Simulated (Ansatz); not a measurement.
# Ru (P6_3/mmc) in Ansatz: reference runs

Aim: a first look at Ru with PBEsol, on the cell as given and on a disturbed one.

Everything below comes from runs of Ansatz 0.2.0. Logs are shortened: lines on timing, memory, paths and dates and some standing lists are left out, and cuts for length are marked.

## (1) The crystal as given

It takes space group P6_3/mmc (No. 194, hexagonal). The conventional cell has a = 2.706 Å, b = 2.706 Å, c = 4.282 Å, α = 90.00°, β = 90.00°, γ = 120.00°. Ru (site symmetry -6m2) is surrounded by 12 Ru at 2.65 to 2.71 Å.

## (2) Single point, PBEsol

The input, input.yaml:

```yaml
crystal:
  lattice:
    - [2.7058, 0.0, 0.0]
    - [-1.3529, 2.3432915376, 0.0]
    - [0.0, 0.0, 4.2819]
  atoms:
    - { symbol: Ru, position: [0.6666666667, 0.3333333333, 0.75] }
    - { symbol: Ru, position: [0.3333333333, 0.6666666667, 0.25] }
hamiltonian:
  xc: pbesol
  pseudopotentials: { kind: paw }
kpoints:
  mp_grid: { grid: [11, 11, 6] }
scf:
  occupations: { method: fermi_dirac, width: 0.05 }
output:
  forces: true
  stress: true
  eigenvalues: true
```

Potentials or basis: Ansatz PAW.

The run is started by

```console
$ ansatz run input.yaml --threads 2 --pin off --max-ram 5632MiB --backend cpu --events-out ev --progress --plain --runs-dir out
```

The log of the run:

```text
Warning: RAYON_NUM_THREADS=2 ignored (pool sized by the plan → 2); use --threads N
Engine: ansatz 0.2.0, aarch64-unknown-linux-gnu
Pseudopotentials: kind: paw
Pseudopotential: Ru, paw, valence charge 16, recommended cutoff 420 eV (normal), Ru.paw.azcp
Functional definition: PBEsol
  exchange = pbesol_x
  correlation = pbesol_c
Crystal: 2 atoms, lattice volume = 27.149 Å³
Basis set: ecut = 420 eV, 537 PW (Γ), exchange–correlation on 40×40×60 points (8 copies of the dense FFT grid, shifted against one another)
Bands: 20, of which v1, the nominal top of the filled ones, is band 16 counted from 1 (15 counted from 0)
Symmetry: 24 space group operations
Space group: P63/mmc (ITA 194), of the structure as read, at distance tolerance 3.0e-5 Å
k-points: 64 of 726
Non-local potential: Ru, projectors of the file, l = 0: 3, l = 1: 2, l = 2: 2, l = 3: 1
PAW form: soft (Blöchl's): semilocal exchange-correlation on the pseudo side does not see the compensation charge
PAW frozen core: Ru, regenerated for the run's functional, and the local potential with it (the file was generated under x = pbe(κ = 0.804, μ = 0.2195149727645171), c = pbe(β = 0.06672455060314922))
PAW one-centre angular grid: Ru, 590 points (default); XC on 64 Gauss nodes
Initial density: superposition of atomic densities (neutral atoms: chi_scale 0, normalization atom), corrected by the library's trained network
Initial wavefunctions: pseudopotential atomic-orbital guess
Functional: x = pbesol(κ = 0.804, μ = 0.12345679012345678), c = pbesol(β = 0.046)
SCF iter   1: F=—  HF=-11632.998387 eV  |F-HF|=—  |Δ(HF+E_count)|=         —  Δρ=1.08e-2  dr2=2.01e-2  ethr=1.77e-3  ⟨swp⟩=5.1  Hψ=5044  notcnv=0
preconditioner: auto → none  [metal: Δε(μ)=0.032 eV  Ē_g=5.865 eV  σ=0.050 eV  W_gap=0.16  n_scr=8 (ndim 8)  ℏωp=28.5 eV  f_vac=0.000  D(μ)=2.02/eV (n_scr^D=22)  sad-step TF]
SCF iter   2: F=—  HF=-11632.995544 eV  |F-HF|=—  |Δ(HF+E_count)|=   2.84e-3  Δρ=5.65e-3  dr2=5.18e-3  ethr=6.29e-5  ⟨swp⟩=2.0  Hψ=2986  notcnv=0
SCF iter   3: F=—  HF=-11632.994589 eV  |F-HF|=—  |Δ(HF+E_count)|=   9.56e-4  Δρ=3.24e-4  dr2=8.29e-6  ethr=1.62e-5  ⟨swp⟩=2.0  Hψ=1898  notcnv=0
SCF iter   4: F=—  HF=-11632.994576 eV  |F-HF|=—  |Δ(HF+E_count)|=   1.23e-5  Δρ=6.44e-5  dr2=5.67e-7  ethr=2.59e-8  ⟨swp⟩=2.0  Hψ=2310  notcnv=0
iter 5 did not close the SCF: its close was put off for the readings that it lacked (scf_convergence_deferred on its scf_iter line)
SCF iter   5: F=-11632.994576 eV  HF=-11632.994576 eV  |F-HF|=2.25e-8  |Δ(HF+E_count)|=   3.23e-8  Δρ=1.72e-5  dr2=3.40e-8  ethr=1.77e-9  ⟨swp⟩=2.0  Hψ=2098  notcnv=0
SCF iter   6: F=-11632.994576 eV  HF=-11632.994576 eV  |F-HF|=4.57e-10  |Δ(HF+E_count)|=   1.35e-8  Δρ=3.11e-6  dr2=1.24e-9  ethr=1.06e-10  ⟨swp⟩=2.5  Hψ=4815  notcnv=0
SCF 1 converged in 6 iterations: F = -11632.994576 eV  dr2 = 1.24e-9
SCF converged after 6 iterations
Free energy (F): -11632.994576 eV
Harris-Foulkes:  -11632.994576 eV  (|F-HF|=4.57e-10)
Internal energy: -11632.977768 eV  (E = F + TS)
E sigma→0 (E₀):  -11632.986172 eV
Entropy (-TS):   -0.016808 eV (-8.404 meV/atom)
Fermi energy:    23.309942 eV
--- Per-component energies (eV) ---
  E_band       = -110.072756
  E_kinetic    = 1027.795300
  E_local      = -2515.557407  (includes V_loc(G=0)·N_el)
  E_nonlocal   = 689.184815
  E_hartree    = 805.233519
  E_xc         = -379.021146
  E_vxc        = -477.461107  (∫ρ·V_xc dr)
  E_paw        = -6798.663751  (= ΣΔE_a)
  E_vpaw       = -444.502282  (= ΣTr[D̂ρ^β])
  E_aug_tail   = -0.000419  (compensation charges beyond the density's cutoff)
  E_ewald      = -4462.455271
  E_core_change = 0.506592  (= ΣΔE_core)
  E_smearing   = -0.016808  (= −TS)
  E_closure    = -0.000000  (closes the sum)
  Σ components = -11632.994576   (vs F -11632.994576, Δ=0.00e0)
--- Forces (eV/Å), atoms counted from 1 ---
  atom   1  Ru    -0.00000000     0.00000000    -0.00000000
  atom   2  Ru     0.00000000    -0.00000000     0.00000000
  max |Σ_I F_I| component: 1.85e-17 eV/Å
--- Stress (GPa, compression-positive) ---
       -6.033131       0.000000      -0.000000
        0.000000      -6.033131      -0.000000
       -0.000000      -0.000000      -6.560829
  P = ⅓ Tr σ = -6.2090 GPa (-62.090 kbar)
--- Band table (eV; the first three rows and the last of 64) ---
  k-point 0: bands = ["-49.6855", "-49.4787", "-20.1975", "-19.2554", "-19.2554", "-19.0839", "-19.0839", "-19.0430", "15.3202", "17.1388", "20.7722", "20.7722", "20.9469", "21.4585", "21.4585", "21.9885", "21.9885", "24.5762", "24.5762", "24.6133"]
  k-point 1: bands = ["-49.6719", "-49.4928", "-20.1235", "-19.2440", "-19.2440", "-19.1240", "-19.0955", "-19.0955", "15.6278", "17.2370", "20.6206", "20.6206", "20.7974", "21.2834", "21.2834", "22.3830", "22.3830", "23.6592", "24.5832", "24.5832"]
  k-point 2: bands = ["-49.6344", "-49.5310", "-19.9191", "-19.3425", "-19.2128", "-19.2128", "-19.1271", "-19.1271", "16.4367", "17.4226", "20.4989", "20.4989", "20.5045", "20.9164", "20.9164", "21.8763", "23.1650", "23.1650", "24.4328", "24.4328"]
  k-point 63: bands = ["-49.4634", "-49.4634", "-19.9702", "-19.9702", "-19.6613", "-19.6613", "-19.2437", "-19.2437", "18.4666", "18.4666", "19.3731", "19.3731", "20.6386", "20.6386", "22.2792", "22.2792", "24.6706", "24.6706", "31.1092", "31.1092"]
```

It took 1.1 s on 2 threads of Arm Neoverse V1, shared host; peak memory 0.29 GiB.

Results:

| Property | Result |
| --- | --- |
| Free energy | -11632.9946 eV |
| Pressure | -6.2 GPa |
| Band gap on the k mesh | none (metal or under the smearing width) |

Stress tensor (GPa, compression positive):
```
-6.03  0.00  0.00
 0.00 -6.03  0.00
 0.00  0.00 -6.56
```

Levels at points of the mesh, in eV from the Fermi level:
```csv
k point,band 13,band 14,band 15,band 16,band 17,band 18,band 19,band 20
"(0.00, 0.00, 0.00)",-2.36,-1.85,-1.85,-1.32,-1.32,1.27,1.27,1.30
"(0.00, 0.00, -0.50)",-2.70,-2.70,-2.67,-2.67,0.62,0.62,0.62,0.62
```

Caveat: the PAW data sets come from PBE, with cores solved anew for the run's functional, which leaves a small shift of forces and pressure.

## (3) Single point, PBEsol (atoms moved at random, drawn with an rms of 0.05 Å)

Edit input.yaml of step 2 so:

```diff
@@ -6,4 +6,4 @@
   atoms:
-    - { symbol: Ru, position: [0.6666666667, 0.3333333333, 0.75] }
-    - { symbol: Ru, position: [0.3333333333, 0.6666666667, 0.25] }
+    - { symbol: Ru, position: [0.672362, 0.343846, 0.745184] }
+    - { symbol: Ru, position: [0.321574, 0.680431, 0.243667] }
 hamiltonian:
@@ -19 +19,5 @@
   eigenvalues: true
+  write_density: true
+  write_potential: true
+  elf: true
+  volumetric_format: npy
```

Potentials or basis: Ansatz PAW.

The run is started by

```console
$ ansatz run input.yaml --threads 2 --pin off --max-ram 5632MiB --backend cpu --events-out ev --progress --plain --runs-dir out
```

The log of the run:

```text
Warning: RAYON_NUM_THREADS=2 ignored (pool sized by the plan → 2); use --threads N
Engine: ansatz 0.2.0, aarch64-unknown-linux-gnu
Pseudopotentials: kind: paw
Pseudopotential: Ru, paw, valence charge 16, recommended cutoff 420 eV (normal), Ru.paw.azcp
Functional definition: PBEsol
  exchange = pbesol_x
  correlation = pbesol_c
Crystal: 2 atoms, lattice volume = 27.149 Å³
Basis set: ecut = 420 eV, 537 PW (Γ), exchange–correlation on 40×40×60 points (8 copies of the dense FFT grid, shifted against one another)
Bands: 20, of which v1, the nominal top of the filled ones, is band 16 counted from 1 (15 counted from 0)
Symmetry: 2 space group operations
Space group: P-1 (ITA 2), of the structure as read, at distance tolerance 3.0e-5 Å
k-points: 364 of 726
Non-local potential: Ru, projectors of the file, l = 0: 3, l = 1: 2, l = 2: 2, l = 3: 1
PAW form: soft (Blöchl's): semilocal exchange-correlation on the pseudo side does not see the compensation charge
PAW frozen core: Ru, regenerated for the run's functional, and the local potential with it (the file was generated under x = pbe(κ = 0.804, μ = 0.2195149727645171), c = pbe(β = 0.06672455060314922))
PAW one-centre angular grid: Ru, 590 points (default); XC on 64 Gauss nodes
Initial density: superposition of atomic densities (neutral atoms: chi_scale 0, normalization atom), corrected by the library's trained network
Initial wavefunctions: pseudopotential atomic-orbital guess
Functional: x = pbesol(κ = 0.804, μ = 0.12345679012345678), c = pbesol(β = 0.046)
SCF iter   1: F=—  HF=-11632.989271 eV  |F-HF|=—  |Δ(HF+E_count)|=         —  Δρ=1.08e-2  dr2=2.02e-2  ethr=1.77e-3  ⟨swp⟩=5.0  Hψ=28524  notcnv=0
preconditioner: auto → none  [metal: Δε(μ)=0.001 eV  Ē_g=5.874 eV  σ=0.050 eV  W_gap=0.01  n_scr=8 (ndim 8)  ℏωp=28.5 eV  f_vac=0.000  D(μ)=2.07/eV (n_scr^D=22)  sad-step TF]
SCF iter   2: F=—  HF=-11632.986355 eV  |F-HF|=—  |Δ(HF+E_count)|=   2.92e-3  Δρ=5.65e-3  dr2=5.18e-3  ethr=6.33e-5  ⟨swp⟩=2.0  Hψ=16967  notcnv=0
SCF iter   3: F=—  HF=-11632.985390 eV  |F-HF|=—  |Δ(HF+E_count)|=   9.66e-4  Δρ=3.31e-4  dr2=8.85e-6  ethr=1.62e-5  ⟨swp⟩=2.0  Hψ=10702  notcnv=0
SCF iter   4: F=—  HF=-11632.985391 eV  |F-HF|=—  |Δ(HF+E_count)|=   1.39e-6  Δρ=8.38e-5  dr2=9.72e-7  ethr=2.77e-8  ⟨swp⟩=2.0  Hψ=13122  notcnv=0
SCF iter   5: F=—  HF=-11632.985391 eV  |F-HF|=—  |Δ(HF+E_count)|=   5.37e-8  Δρ=2.69e-5  dr2=1.04e-7  ethr=3.04e-9  ⟨swp⟩=2.2  Hψ=11976  notcnv=0
SCF iter   6: F=-11632.985391 eV  HF=-11632.985391 eV  |F-HF|=1.23e-8  |Δ(HF+E_count)|=   3.56e-8  Δρ=5.44e-6  dr2=1.54e-8  ethr=3.13e-10  ⟨swp⟩=8.0  Hψ=43603  notcnv=0
SCF 1 converged in 6 iterations: F = -11632.985391 eV  dr2 = 1.54e-8
SCF converged after 6 iterations
Free energy (F): -11632.985391 eV
Harris-Foulkes:  -11632.985391 eV  (|F-HF|=1.23e-8)
Internal energy: -11632.968362 eV  (E = F + TS)
E sigma→0 (E₀):  -11632.976876 eV
Entropy (-TS):   -0.017029 eV (-8.515 meV/atom)
Fermi energy:    23.317360 eV
--- Per-component energies (eV) ---
  E_band       = -110.058700
  E_kinetic    = 1027.826534
  E_local      = -2515.901450  (includes V_loc(G=0)·N_el)
  E_nonlocal   = 689.204704
  E_hartree    = 805.396159
  E_xc         = -379.025462
  E_vxc        = -477.466826  (∫ρ·V_xc dr)
  E_paw        = -6798.672412  (= ΣΔE_a)
  E_vpaw       = -444.515177  (= ΣTr[D̂ρ^β])
  E_aug_tail   = -0.000415  (compensation charges beyond the density's cutoff)
  E_ewald      = -4462.302611
  E_core_change = 0.506592  (= ΣΔE_core)
  E_smearing   = -0.017029  (= −TS)
  E_closure    = 0.000000  (closes the sum)
  Σ components = -11632.985391   (vs F -11632.985391, Δ=0.00e0)
--- Forces (eV/Å), atoms counted from 1 ---
  atom   1  Ru    -0.33416288     0.04990618    -0.07673721
  atom   2  Ru     0.33416288    -0.04990618     0.07673721
  max |Σ_I F_I| component: 0.00e0 eV/Å
--- Stress (GPa, compression-positive) ---
       -6.204774       0.957049       0.046736
        0.957049      -5.844281      -0.007263
        0.046737      -0.007263      -6.184284
  P = ⅓ Tr σ = -6.0778 GPa (-60.778 kbar)
--- Band table (eV; the first three rows and the last of 364) ---
  k-point 0: bands = ["-49.6851", "-49.4776", "-20.1997", "-19.2722", "-19.2359", "-19.0881", "-19.0781", "-19.0418", "15.3206", "17.1397", "20.7394", "20.8129", "20.9078", "21.4282", "21.5220", "21.8341", "22.1551", "24.3931", "24.6137", "24.7516"]
  k-point 1: bands = ["-49.6714", "-49.4917", "-20.1256", "-19.2595", "-19.2265", "-19.1224", "-19.0980", "-19.0912", "15.6282", "17.2376", "20.5951", "20.6544", "20.7640", "21.2479", "21.3493", "22.2368", "22.5366", "23.6608", "24.4415", "24.7143"]
  k-point 2: bands = ["-49.6339", "-49.5301", "-19.9208", "-19.3435", "-19.2236", "-19.1982", "-19.1270", "-19.1250", "16.4371", "17.4226", "20.4845", "20.5004", "20.5066", "20.8790", "20.9748", "21.8750", "23.0438", "23.2883", "24.3873", "24.4653"]
  k-point 363: bands = ["-49.5134", "-49.4485", "-20.0037", "-19.8348", "-19.6264", "-19.4728", "-19.2980", "-19.2394", "17.5043", "17.7829", "19.0449", "19.6035", "20.5810", "21.6435", "22.2270", "24.1592", "24.6900", "24.7913", "26.2432", "30.6023"]
```

v_z.tsv:

```text
# z_ang	v_es[eV]	v_tot[eV]
# format = ansatz-planar-average/11
# xc	pbesol
# density_cutoff_ev	1680
# datasets	Ru=:simpson_from_first_knot:soft:shift=-789949
# lattice	2.705800000	0.000000000	0.000000000
# lattice	-1.352900000	2.343291538	0.000000000
# lattice	0.000000000	0.000000000	4.281900000
# sites	2
# site	44	1.354087846	0.805731422	3.190803370
# site	44	-0.050440171	1.594448204	1.043357727
0.000000	2.156276e1	9.980867e0
0.142730	2.048258e1	8.620868e0
0.285460	1.739135e1	4.839041e0
0.428190	1.245067e1	-1.090961e0
0.570920	6.627344e0	-7.985801e0
0.713650	1.110962e0	-1.443302e1
[... 22 lines left out ...]
3.996440	1.866209e1	6.382552e0
4.139170	2.104477e1	9.323806e0
```

It took 6.9 s on 2 threads of Arm Neoverse V1, shared host; peak memory 0.42 GiB.

Results:

- Free energy: -11632.9854 eV
- Pressure: -6.1 GPa
- Largest force: 0.346 eV/Å
- Band gap on the k mesh: none (metal or under the smearing width)

Forces in eV/Å, atoms in the order of the input:
```
Ru  -0.334  0.050 -0.077
Ru   0.334 -0.050  0.077
```

Levels at points of the mesh, in eV from the Fermi level:
| k point | band 14 | band 15 | band 16 | band 17 | band 18 | band 19 |
| --- | --- | --- | --- | --- | --- | --- |
| (0.00, 0.00, 0.00) | -1.89 | -1.80 | -1.48 | -1.16 | 1.08 | 1.30 |
| (0.00, 0.00, -0.50) | -2.68 | -2.67 | -2.64 | 0.54 | 0.57 | 0.66 |

Caveat: the PAW data sets come from PBE, with cores solved anew for the run's functional, which leaves a small shift of forces and pressure.
